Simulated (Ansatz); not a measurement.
Space group Pm (No. 6). a = 5.142 Å, b = 3.165 Å, c = 5.478 Å, α = 90.00°, β = 90.04°, γ = 90.00°
```json
{"atom": "Al", "site": "1b", "symmetry": "m", "x": "0.0006", "y": "0.5000", "z": "0.6674"}
{"atom": "Ga", "site": "1b", "symmetry": "m", "x": "0.4991", "y": "0.5000", "z": "0.3349"}
{"atom": "Ga", "site": "1a", "symmetry": "m", "x": "0.4990", "y": "0.0000", "z": "0.8316"}
{"atom": "Ga", "site": "1a", "symmetry": "m", "x": "0.9999", "y": "0.0000", "z": "0.1662"}
{"atom": "N", "site": "1b", "symmetry": "m", "x": "0.1197", "y": "0.5000", "z": "0.3401"}
{"atom": "N", "site": "1a", "symmetry": "m", "x": "0.1176", "y": "0.0000", "z": "0.8264"}
{"atom": "N", "site": "1a", "symmetry": "m", "x": "0.6204", "y": "0.0000", "z": "0.1662"}
{"atom": "N", "site": "1b", "symmetry": "m", "x": "0.6312", "y": "0.5000", "z": "0.6673"}
```

Equation of state of this AlGa3N4 structure (not necessarily the ground state), with shape and atoms relaxed at each volume where symmetry leaves them free. These are results of DFT PBEsol, scalar-relativistic, plane waves, PAW in Ansatz 0.2.0, not measurements.

Cutoff 420 eV; k points 6×8×6 on the computed 8-atom cell (Γ-centred); Gaussian smearing, width 0.02 eV; no spin polarisation.

```tsv
V (Å³/atom)	E − E(largest V) (meV/atom)	P (GPa)	gap on mesh (eV)
9.808	63.50	32.12	3.24
10.143	7.22	22.09	3.01
10.477	-29.72	13.54	2.79
10.811	-50.15	6.23	2.57
11.146	-56.49	-0.01	2.36
11.480	-50.76	-5.34	2.16
11.814	-34.74	-9.88	1.96
12.260	0.00	-14.92	1.71
```

Q: Fit a third-order Birch–Murnaghan equation to E(V).

A: V0 = 11.15 Å³/atom, B0 = 192 GPa, B0' = 4.2.